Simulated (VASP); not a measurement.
# InP (F-43m) in VASP: notebook

InP is run at these levels: r2SCAN; tasks: single point.

Everything below comes from runs of VASP 6.6.1. Logs are shortened: lines on timing, memory, paths and dates and some standing lists are left out, and cuts for length are marked.

**The experiment to reproduce.**

From a printed reference work, data compilation, for a bulk crystal of InP at 1.6 K: band gap 1.4236 eV (direct).

How close the calculation comes is told below.

### Step 1. The cell of the first run

Symmetry: F-43m, No. 216, cubic system. Conventional cell: a = 5.745 Å, b = 5.745 Å, c = 5.745 Å, α = 90.00°, β = 90.00°, γ = 90.00°. Within 3.3 Å of In (site symmetry -43m) lie 4 P at 2.49 Å. P (site symmetry -43m) has 4 In at 2.49 Å within 3.3 Å.

### Step 2. Single point, r2SCAN (23.70 Å³/atom)

The input, POSCAR:

```
InP
1.0
    0.0000000000      2.8725247794      2.8725247794
    2.8725247794      0.0000000000      2.8725247794
    2.8725247794      2.8725247794      0.0000000000
In P
1 1
Direct
    0.0000000000      0.0000000000      0.0000000000
    0.2500000000      0.2500000000      0.2500000000
```

The input, INCAR.step1:

```
SYSTEM = InP
PREC = Accurate
ENCUT = 520
ISMEAR = 0
SIGMA = 0.05
LREAL = .False.
LASPH = .True.
NELM = 80
NBANDS = 16
GGA = PE
ALGO = Normal
EDIFF = 1E-4
LWAVE = .True.
LCHARG = .False.
```

The input, INCAR.step2:

```
SYSTEM = InP
PREC = Accurate
ENCUT = 520
EDIFF = 1E-6
ISMEAR = 0
SIGMA = 0.05
LREAL = .False.
LASPH = .True.
NELM = 80
ALGO = Normal
ISIF = 2
LWAVE = .False.
LCHARG = .False.
METAGGA = R2SCAN
LMIXTAU = .True.
NBANDS = 16
ISTART = 1
```

The input, KPOINTS:

```
regular mesh
0
Gamma
  14 14 14
  0 0 0
```

Potentials or basis: VASP PAW PBE potentials, release 64 (In_d, P).

Started as:

```sh
$ cat potpaw_PBE.64/In_d/POTCAR potpaw_PBE.64/P/POTCAR > POTCAR
$ cp INCAR.step1 INCAR
$ mpirun -np 1 vasp_std > vasp.out
$ cp INCAR.step2 INCAR
$ mpirun -np 1 vasp_std > vasp.out
```

OUTCAR:

```text
SYSTEM = InP
   PREC = Accurate
   ENCUT = 520
   EDIFF = 1E-6
   ISMEAR = 0
   LREAL = .False.
   LASPH = .True.
   NELM = 80
   ISIF = 2
   METAGGA = R2SCAN
   ISTART = 1

 ion  position               nearest neighbor table
   1  0.000  0.000  0.000-   2 2.49   2 2.49   2 2.49   2 2.49
   2  0.250  0.250  0.250-   1 2.49   1 2.49   1 2.49   1 2.49

  LATTYP: Found a face centered cubic cell.
 ALAT       =     5.7450495588

  Lattice vectors:

 A1 = (   0.0000000000,   2.8725247794,   2.8725247794)
 A2 = (   2.8725247794,   0.0000000000,   2.8725247794)
 A3 = (   2.8725247794,   2.8725247794,   0.0000000000)

Analysis of symmetry for initial positions (statically):
=====================================================================
 Subroutine PRICEL returns:
 Original cell was already a primitive cell.

 Routine SETGRP: Setting up the symmetry group for a
 face centered cubic supercell.

 Subroutine GETGRP returns: Found 24 space group operations
 (whereof 24 operations were pure point group operations)
 out of a pool of 48 trial point group operations.

The static configuration has the point symmetry T_d .

Analysis of symmetry for dynamics (positions and initial velocities):
=====================================================================
 Subroutine PRICEL returns:
 Original cell was already a primitive cell.

 Routine SETGRP: Setting up the symmetry group for a
 face centered cubic supercell.

 Subroutine GETGRP returns: Found 24 space group operations
 (whereof 24 operations were pure point group operations)
 out of a pool of 48 trial point group operations.

The dynamic configuration has the point symmetry T_d .

 Subroutine INISYM returns: Found 24 space group operations
 (whereof 24 operations are pure point group operations),
 and found     1 'primitive' translations

----------------------------------------------------------------------------------------

                                     Primitive cell

  volume of cell :      47.4047

  direct lattice vectors                    reciprocal lattice vectors
     0.000000000  2.872524779  2.872524779    -0.174062902  0.174062902  0.174062902
     2.872524779  0.000000000  2.872524779     0.174062902 -0.174062902  0.174062902
     2.872524779  2.872524779  0.000000000     0.174062902  0.174062902 -0.174062902

  length of vectors
     4.062363501  4.062363501  4.062363501     0.301485790  0.301485790  0.301485790

  position of ions in fractional coordinates (direct lattice)
     0.000000000  0.000000000  0.000000000
     0.250000000  0.250000000  0.250000000

  ion indices of the primitive-cell ions
   primitive index   ion index
                 1           1
                 2           2

----------------------------------------------------------------------------------------

 KPOINTS: regular mesh

Automatic generation of k-mesh.
 Grid dimensions read from file:
 generate k-points for:   14   14   14

 Generating k-lattice:

  Cartesian coordinates                     Fractional coordinates (reciprocal lattice)
    -0.012433064  0.012433064  0.012433064     0.071428571  0.000000000  0.000000000
     0.012433064 -0.012433064  0.012433064     0.000000000  0.071428571  0.000000000
     0.012433064  0.012433064 -0.012433064     0.000000000  0.000000000  0.071428571

  Length of vectors
     0.021534699  0.021534699  0.021534699

  Shift w.r.t. Gamma in fractional coordinates (k-lattice)
     0.000000000  0.000000000  0.000000000

 Subroutine IBZKPT returns following result:
 ===========================================

 Found    104 irreducible k-points:

 Following reciprocal coordinates:
            Coordinates               Weight
  0.000000  0.000000  0.000000      1.000000
  0.071429  0.000000  0.000000      8.000000
  0.142857  0.000000  0.000000      8.000000
  0.214286  0.000000  0.000000      8.000000
  0.285714  0.000000  0.000000      8.000000
  0.357143  0.000000  0.000000      8.000000
[... 16 lines left out ...]
  0.214286  0.142857  0.000000     24.000000
  0.285714  0.142857  0.000000     24.000000
 [... further k-points ...]
   k-points           NKPTS =    104   k-points in BZ     NKDIM =    104   number of bands    NBANDS=     16
   number of dos      NEDOS =    301   number of ions     NIONS =      2
   total plane-waves  NPLWV =  27000
   dimension x,y,z NGX =    30 NGY =   30 NGZ =   30
   dimension x,y,z NGXF=    60 NGYF=   60 NGZF=   60
   ions per type =               1   1
   NGX,Y,Z   is equivalent  to a cutoff of  12.28, 12.28, 12.28 a.u.
   NGXF,Y,Z  is equivalent  to a cutoff of  24.55, 24.55, 24.55 a.u.
 SYSTEM =  InP
   PREC   = accura    normal or accurate (medium, high low for compatibility)
   ISTART =      1    job   : 0-new  1-cont  2-samecut
   ICHARG =      0    charge: 1-file 2-atom 10-const
   ISPIN  =      1    spin polarized calculation?
   LNONCOLLINEAR =      F non collinear calculations
   LSORBIT =      F    spin-orbit coupling
   LASPH  =      T    aspherical Exc in radial PAW
   ENCUT  =  520.0 eV  38.22 Ry    6.18 a.u.   7.55  7.55  7.55*2*pi/ulx,y,z
   NELM   =     80;   NELMIN=  2; NELMDL=  0     # of ELM steps
   EDIFF  = 0.1E-05   stopping-criterion for ELM
   LREAL  =      F    real-space projection
   EDIFFG = 0.1E-04   stopping-criterion for IOM
   NSW    =      0    number of steps for IOM
   IBRION =     -1    ionic relax: 0-MD 1-quasi-New 2-CG
   NFREE  =      0    steps in history (QN), initial steepest desc. (CG)
   ISIF   =      2    stress and relaxation
   ISYM   =      2    0-nonsym 1-usesym 2-fastsym
   POTIM  = 0.5000    time-step for ionic-motion
   TEBEG  =    0.0;   TEEND  =   0.0 temperature during run
   PSTRESS=    0.0 pullay stress
   NELECT =      18.0000    total number of electrons
   NUPDOWN=      -1.0000    fix difference up-down
   EMIN   =  10.00;   EMAX   =-10.00  energy-range for DOS
   EFERMI =   0.00;   METHOD = LEGACY
   ISMEAR =     0;   SIGMA  =   0.05  broadening in eV -4-tet -1-fermi 0-gaus
   EFERMI_NEDOS =   21; number of points for ismear=-14 and -15
   IALGO  =     38    algorithm
   IMIX   =      4    mixing-type and parameters
     AMIX     =   0.40;   BMIX     =  1.00
     AMIX_MAG =   1.60;   BMIX_MAG =  1.00
  volume/ion in A,a.u.               =      23.70       159.95
  Fermi-wavevector in a.u.,A,eV,Ry     =   1.185474  2.240220 19.120915  1.405348
  Thomas-Fermi vector in A             =   2.321667
   LORBIT       =      0    0 simple, 1 ext, 2 COOP (PROOUT), +10 PAW based schemes
   METAGGA = R2SCAN    functional components
   LHFCALC =     F    Hartree Fock is set to
   AEXX    =    0.0000 exact exchange contribution
   IVDW    =     0    specifies the selected vdW correction
   LEPSILON=     F    determine dielectric tensor
   LRPA    =     F    only Hartree local field effects (RPA)
 non-spin polarized calculation
 Gauss-broadening in eV      SIGMA  =   0.05
  energy-cutoff  :      520.00
  volume of cell :       47.40
 maximum number of plane-waves:      1299
   NGX = 15   NGY = 15   NGZ = 15

 number of electron      18.0000000 magnetization

 Free energy of the ion-electron system (eV)
  ---------------------------------------------------
  ext. energy  EPLUGINS =         0.00000000
  ---------------------------------------------------
  free energy    TOTEN  =       -32.21869289 eV

  energy without entropy =      -32.21869289  energy(sigma->0) =      -32.21869289

 E-fermi :   5.9844     XC(G=0): -10.1677

 val. band max:        5.6964859294   @ k =   0.0000   0.0000   0.0000
 cond. band min:       7.2142128456   @ k =   0.0000   0.0000   0.0000
 fundamental gap:      1.5177269162
 Fermi energy:         5.9844054428

 k-point     1 :       0.0000    0.0000    0.0000
  band No.  band energies     occupation
      1      -9.0921      2.00000
      2      -9.0921      2.00000
      3      -9.0921      2.00000
      4      -8.8769      2.00000
      5      -8.8769      2.00000
      6      -6.7477      2.00000
[... 8 lines left out ...]
     15      15.7096      0.00000
     16      15.7096      0.00000

 k-point     2 :       0.0714    0.0000    0.0000
  band No.  band energies     occupation
      1      -9.1022      2.00000
      2      -9.0887      2.00000
      3      -9.0887      2.00000
      4      -8.8770      2.00000
      5      -8.8770      2.00000
      6      -6.6787      2.00000
[... 8 lines left out ...]
     15      15.3858      0.00000
     16      15.4821      0.00000

 k-point     3 :       0.1429    0.0000    0.0000
  band No.  band energies     occupation
      1      -9.1291      2.00000
      2      -9.0795      2.00000
      3      -9.0795      2.00000
      4      -8.8767      2.00000
      5      -8.8767      2.00000
      6      -6.4766      2.00000
[... 8 lines left out ...]
     15      14.9192      0.00000
     16      15.9942      0.00000

 k-point     4 :       0.2143    0.0000    0.0000
  band No.  band energies     occupation
      1      -9.1655      2.00000
      2      -9.0671      2.00000
      3      -9.0671      2.00000
      4      -8.8752      2.00000
      5      -8.8752      2.00000
      6      -6.1561      2.00000
[... 8 lines left out ...]
     15      14.7304      0.00000
     16      15.7004      0.00000
[... 324 lines left out ...]
 k-point    22 :       0.1429    0.1429    0.0000
  band No.  band energies     occupation
      1      -9.1528      2.00000
      2      -9.0671      2.00000
      3      -9.0671      2.00000
      4      -8.8877      2.00000
      5      -8.8682      2.00000
      6      -6.3885      2.00000
[... 8 lines left out ...]
     15      15.8984      0.00000
     16      16.7710      0.00000

 k-point    23 :       0.2143    0.1429    0.0000
  band No.  band energies     occupation
      1      -9.1811      2.00000
      2      -9.0557      2.00000
      3      -9.0540      2.00000
      4      -8.8923      2.00000
      5      -8.8642      2.00000
      6      -6.1534      2.00000
[... 8 lines left out ...]
     15      15.8583      0.00000
     16      17.3208      0.00000

 k-point    24 :       0.2857    0.1429    0.0000
  band No.  band energies     occupation
      1      -9.2110      2.00000
      2      -9.0458      2.00000
      3      -9.0405      2.00000
      4      -8.8942      2.00000
      5      -8.8601      2.00000
      6      -5.8099      2.00000
[... 8 lines left out ...]
     15      15.9269      0.00000
     16      17.0405      0.00000

 [... further k-points ...]

------------------------ aborting loop because EDIFF is reached ----------------------------------------

  FORCE on cell =-STRESS in cart. coord.  units (eV):
  Direction    XX          YY          ZZ          XY          YZ          ZX
  --------------------------------------------------------------------------------------
  -------------------------------------------------------------------------------------
  Total        1.9950888      1.9950888      1.9950888      0.0000000     -0.0000000     -0.0000000
  in kB       67.4297361     67.4297361     67.4297361      0.0000000     -0.0000000     -0.0000000
  external PRESSURE =      67.4297361 kB  Pullay stress =       0.0000000 kB

 VOLUME and BASIS-vectors are now :
 -----------------------------------------------------------------------------
  energy-cutoff  :      520.00
  volume of cell :       47.40
      direct lattice vectors                 reciprocal lattice vectors
     0.000000000  2.872524779  2.872524779    -0.174062902  0.174062902  0.174062902
     2.872524779  0.000000000  2.872524779     0.174062902 -0.174062902  0.174062902
     2.872524779  2.872524779  0.000000000     0.174062902  0.174062902 -0.174062902

 POSITION                                       TOTAL-FORCE (eV/Angst)
 -----------------------------------------------------------------------------------
      0.00000      0.00000      0.00000         0.000000     -0.000000      0.000000
      1.43626      1.43626      1.43626        -0.000000      0.000000     -0.000000
 -----------------------------------------------------------------------------------
    total drift:                               -0.000002     -0.000002     -0.000002

  FREE ENERGIE OF THE ION-ELECTRON SYSTEM (eV)
  ---------------------------------------------------
  free  energy   TOTEN  =       -32.2186928905 eV

  energy  without entropy=      -32.2186928905  energy(sigma->0) =      -32.21869289
```

Run time: 7.2 min. Hardware: 1 thread of Intel Xeon 8259CL, shared host; peak memory 0.22 GiB.

What came out:

- Free energy: -32.2187 eV
- Pressure: 6.7 GPa
- Band gap on the k mesh: 1.52 eV

Caveat: the cell stands under pressure; the PAW data sets were made with another functional, which shifts forces and pressure a little; spin-orbit coupling is left out, which moves the levels of the heavy elements.

### Step 3. Single point, r2SCAN (24.73 Å³/atom)

This run uses another cell than the first one, of 24.73 Å³/atom.

The input, POSCAR:

```
InP
1.0
    0.0000000000      2.9135663926      2.9135663926
    2.9135663926      0.0000000000      2.9135663926
    2.9135663926      2.9135663926      0.0000000000
In P
1 1
Direct
    0.0000000000      0.0000000000      0.0000000000
    0.2500000000      0.2500000000      0.2500000000
```

The input, INCAR.step1:

```
SYSTEM = InP
  PREC = Accurate
  ENCUT = 520
  ISMEAR = 0
  SIGMA = 0.05
  LREAL = .FALSE.
  LASPH = .TRUE.
  NELM = 60
  NBANDS = 16
  GGA = PE
  ALGO = Normal
  EDIFF = 1E-4
  LWAVE = .TRUE.
  LCHARG = .FALSE.
```

The input, INCAR.step2:

```
SYSTEM = InP
  PREC = Accurate
  ENCUT = 520
  EDIFF = 1E-6
  ISMEAR = 0
  SIGMA = 0.05
  LREAL = .FALSE.
  LASPH = .TRUE.
  NELM = 60
  ALGO = Normal
  ISIF = 2
  LWAVE = .FALSE.
  LCHARG = .FALSE.
  METAGGA = R2SCAN
  LMIXTAU = .TRUE.
  NBANDS = 16
  ISTART = 1
```

The input, KPOINTS:

```
regular mesh
0
G
  14 14 14
  0 0 0
```

Potentials or basis: VASP PAW PBE potentials, release 64 (In_d, P).

Started as:

```sh
$ cat potpaw_PBE.64/In_d/POTCAR potpaw_PBE.64/P/POTCAR > POTCAR
$ cp INCAR.step1 INCAR
$ mpirun -np 1 vasp_std > vasp.out
$ cp INCAR.step2 INCAR
$ mpirun -np 1 vasp_std > vasp.out
```

Wall time 4.5 min (1 thread of Intel Xeon 8259CL, shared host); peak memory 0.24 GiB.

It converged, with:

| Property | Result |
| --- | --- |
| Free energy | -32.2807 eV |
| Pressure | 2.9 GPa |
| Band gap on the k mesh | 1.27 eV |

Levels at points of the mesh, in eV from the valence-band top:
```csv
k point,band 7,band 8,band 9,band 10,band 11,band 12
"(0.00, 0.00, 0.00)",0.00,0.00,0.00,1.27,4.44,4.44
"(0.50, 0.00, 0.00)",-5.98,-1.04,-1.04,1.91,5.16,5.16
"(0.50, 0.50, 0.00)",-5.96,-2.47,-2.47,1.98,2.55,10.01
```

Caveat: the PAW data sets were made with another functional, which shifts forces and pressure a little; spin-orbit coupling is left out, which moves the levels of the heavy elements. r2SCAN opens gaps a little over a GGA but as a rule still falls short of measured ones.

(Continued in part 2 of 2.)
